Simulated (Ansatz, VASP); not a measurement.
# One calculation of Mo, two programs

```
Mo
1.0
     2.77020    0.00000    0.00000
    -1.38510    2.39906    0.00000
     0.00000    0.00000    2.52594
Mo
1
Direct
  0.00000 0.00000 0.50000
```

Alike in both runs: functional PBE; k mesh 18 × 18 × 16; occupations gaussian, width 0.1 eV; no spin polarisation.

Ansatz relaxed the structure, and its values are those at the end. VASP's run is a single point on that final structure, the one shown.

|  | VASP | Ansatz |
| --- | --- | --- |
| version | VASP 6.6.1 | Ansatz 0.2.0 |
| potentials or method | VASP PAW PBE potentials, release 64 (Mo_sv) | scalar-relativistic, plane waves, PAW |
| plane-wave cutoff (eV) | 520 | 420 |
| valence electrons in the cell | 14 | 14 |

```csv
,VASP,Ansatz,Ansatz less VASP
gap on the k mesh at the Fermi level (eV),none,none,-
pressure (GPa),0.5,0.0,-0.50
```

A gap of «none» marks a metal or a gap that the smearing closes.
